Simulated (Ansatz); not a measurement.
## Phases of AlCo at 0.03 GPa

Structure types of AlCo are relaxed in primitive cells with their symmetry kept at 0.03 GPa, on PAW files; LAPW relaxes the small cells further and takes the PAW cell for the others (marked *). The enthalpy is E + pV at zero temperature, without zero-point motion. Only the types listed were tried, and differences under about 5 meV/atom are mesh noise. The real phase may be another.

Level of theory: DFT with PBE, scalar-relativistic, in Ansatz 0.2.0; Fermi–Dirac smearing of 0.1 eV, no spin polarisation. LAPW: all electrons, basis error target 0.5 meV/atom; PAW: frozen-core files, cutoff 420 eV.

k meshes: rocksalt 14×14×14, CsCl 14×14×14, WC 14×14×12, NiAs 10×10×6, zincblende 12×12×12.

Spin polarisation is left out, though a magnetic state may lie lower.

Problem. Which type is lowest in enthalpy, and by how much?

Solution. CsCl, 277 meV/atom below distorted WC. The whole table:

```tsv
start type	ends as	a, b, c (Å)	V (Å³/atom)	H − H(lowest), LAPW (meV/atom)	same, PAW
rocksalt	rocksalt, Fm-3m	4.792, 4.792, 4.792	13.75	839.6	839.3
CsCl	CsCl, Pm-3m	2.852, 2.852, 2.852	11.60	0.0	0.0
WC	distorted WC, P-6m2	2.728, 2.728, 3.789	12.21	276.5	276.7
NiAs*	distorted NiAs, P6_3/mmc	2.729, 2.729, 7.583	12.23	281.8	281.9
zincblende	zincblende, F-43m	5.335, 5.335, 5.335	18.98	1559.7	1558.8
```
